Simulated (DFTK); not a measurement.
# HfN in DFTK: convergence with cutoff

HfN:

```
CELL_PARAMETERS angstrom
0.00000 2.51861 2.51861
2.51861 0.00000 2.51861
2.51861 2.51861 0.00000
ATOMIC_POSITIONS crystal
Hf 0.00000 0.00000 0.00000
N 0.25000 0.25000 0.25000
```

The cell comes from a database or a generator and needn't be the stable form of this composition.

The cell isn't the ideal one: cell stretched.

| Property | Result |
| --- | --- |
| Program | DFTK 0.8.2 |
| Task | convergence study |
| Functional | LDA |
| Potentials or basis | cp2k.nc.sr.lda.v0_1.largecore.gth (LDA, GTH) |
| Cutoff | 789 eV |
| k mesh | 4 × 4 × 4 |
| Occupations | fermi-dirac, width 0.1 eV |
| Spin | collinear spin, ferromagnetic start |
| Starting moments | [0.5, 0.0] μB |

These are the settings of the first run; the series varies cutoff, with any setting tied to it.

Hardware: 1 thread of AMD EPYC (Zen 3) (shared host).

| cutoff | energy less the tightest run, at zero smearing (meV/atom) | pressure (GPa) | SCF cycles |
| --- | --- | --- | --- |
| 789.13 eV | 1534.67 | -50.40 | 15 |
| 1006.82 eV | 701.87 | -36.42 | 15 |
| 1224.51 eV | 339.08 | -29.80 | 15 |
| 1551.05 eV | 118.93 | -24.89 | 15 |
| 1904.8 eV | 39.19 | -22.63 | 15 |
| 2231.33 eV | 14.13 | -21.77 | 15 |
| 2666.72 eV | 3.37 | -21.33 | 15 |
| 3238.16 eV | 0.00 | -21.17 | 15 |

Not settled before the last step: the energy (to 1 meV/atom), the pressure (to 0.1 GPa). The tightest run that finished is the yardstick and may itself not be fully converged.

Caveat, for the tightest run too: the k mesh is coarse (spacing up to 0.54 Å⁻¹), so the values aren't converged. The run has no spin-orbit coupling, so splittings on Hf are missing.
